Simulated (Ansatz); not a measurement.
**Relaxing WS₂**

Theory: Ansatz 0.2.0, DFT PBEsol, scalar-relativistic, plane waves, PAW. Run with 420 eV cutoff, 12×12×2 k-mesh, Gaussian smearing of 0.02 eV, no spin polarisation.

What was changed: shear of c along a, cell held, atoms relaxed: +4.5 %.

Spin–orbit coupling is left out, which can shift energies with elements as heavy as these.

Command:

```bash
ansatz run input.yaml --threads 1 --pin off --max-ram 2560MiB --backend cpu --events-out ev --progress --plain --runs-dir out
```

Input:

```yaml
crystal:
  lattice:
    - [3.1457762274, 0.0, 0.0]
    - [-1.5728881137, 2.7243221276, 0.0]
    - [0.7629039478, 0.0, 16.9534210617]
  atoms:
    - { symbol: W, position: [0.3333335317, 0.6666670634, 0.0] }
    - { symbol: S, position: [0.6816046163, 0.3333331349, 0.9075676296] }
    - { symbol: S, position: [0.6517285187, 0.3333331349, 0.0924323704] }
basis:
  ecutwfc: 420
kpoints:
  mp_grid: { grid: [12, 12, 2] }
hamiltonian:
  xc: pbesol
scf:
  occupations: { method: gaussian, width: 0.02 }
output:
  forces: true
  stress: true
  eigenvalues: true
  write_density: true
  write_potential: true
  elf: true
  volumetric_format: npy
relax:
  adjacent_minimum: "off"
  f_tol: 0.008
  max_steps: 40
```

F is the free energy.

Steps:

```
step F − F(1) (eV) largest force component (eV/Å)
   1         0.0000                           0.242
   2        -0.0057                           0.012
   3        -0.0057                           0.012
   4        -0.0057                           0.005
```

Relaxed structure:

```cif
data_structure
_symmetry_space_group_name_H-M 'P 1'
_symmetry_Int_Tables_number 1
_cell_length_a 3.1458
_cell_length_b 3.1458
_cell_length_c 16.9706
_cell_angle_alpha 91.288
_cell_angle_beta 87.423
_cell_angle_gamma 120.000
_cell_volume 145.29
loop_
_atom_site_label
_atom_site_type_symbol
_atom_site_fract_x
_atom_site_fract_y
_atom_site_fract_z
_atom_site_occupancy
W1 W 0.33333 0.66667 0.00000 1
S1 S 0.68908 0.33333 0.90757 1
S2 S 0.64426 0.33333 0.09243 1
```

The structure is monoclinic, space group C2 (No. 5). The conventional cell has a = 3.146 Å, b = 5.449 Å, c = 16.971 Å, α = 90.00°, β = 92.58°, γ = 90.00°. W (site symmetry 2) has 6 S at 2.40 Å as nearest neighbours. S (site symmetry 1) is surrounded by 3 W at 2.40 Å.

The run converged. It took 25 s on 1 thread of AMD EPYC 9R45 96-Core Processor (Zen 5), on a shared host, peak memory 0.56 GiB.